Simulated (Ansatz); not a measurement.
Density of states of Sr

```
CELL_PARAMETERS angstrom
-2.42500 2.42500 2.42500
2.42500 -2.42500 2.42500
2.42500 2.42500 -2.42500
ATOMIC_POSITIONS crystal
Sr 0.00000 0.00000 0.00000
```

Conventional cell: a = 4.850 Å, b = 4.850 Å, c = 4.850 Å, α = 90.00°, β = 90.00°, γ = 90.00°. Sr (atom 1) has 8 Sr at 4.20 Å as nearest neighbours.

The structure is an experimental refinement, used without relaxation. It was measured hot, at 887 K.

Computed with DFT, PBE, all-electron LAPW, scalar-relativistic in Ansatz 0.2.0.

Sampling and basis: a Γ-centred 10×10×10 k mesh, Fermi–Dirac smearing of 0.05 eV, basis error target 0.5 meV/atom, no spin polarisation.

States per eV and cell, averaged over 0.6 eV, from -3.4 to 1.2 eV, with energies (bin centres) from the Fermi level; empty bins are left out. 

| E (eV) | total |
| --- | --- |
| -3.2 | 0.16 |
| -2.6 | 0.31 |
| -2.0 | 0.46 |
| -1.4 | 0.68 |
| -0.8 | 0.99 |
| -0.2 | 0.87 |
| 0.4 | 2.27 |
| 1.0 | 1.95 |
